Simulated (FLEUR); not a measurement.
Fe3Ge:

```
Ge Fe
1.0
     0.00000    2.87559    2.87559
     2.87559    0.00000    2.87559
     2.87559    2.87559    0.00000
Ge Fe
1 3
Cartesian
  0.0000 0.0000 0.0000
  4.3134 4.3134 4.3134
  1.4378 1.4378 1.4378
  2.8756 2.8756 2.8756
```

The cell comes from a database or a generator and needn't be the stable form of this composition.

Base run:

```yaml
Program: FLEUR MaX-R8.1 (later development tree)
Functional: LDA
Potentials_or_basis: all-electron
Basis: FLAPW
Kmax: 4.5 1/bohr
k_mesh: 8 × 8 × 8
Occupations: fermi-dirac, width 0.05 eV
Spin: collinear spin, ferromagnetic start
Starting_moments: "[0.0, 3.0, 3.0, 3.0] μB"
```

Its results: net moment 5.19 μB per cell; site moments Ge -0.05; Fe +1.37, +2.56 μB.

Task: The run is repeated on the same cell with these changes: functional from LDA to r2SCAN. What comes out?

Result: Net moment 7.07 μB per cell; site moments Ge -0.07; Fe +2.38, +2.71 μB.

Caveats: the meta-GGA is that of a development version, with a GGA for the radial functions and cores and without core tails (some runs).

Not every run made on this cell is shown here.
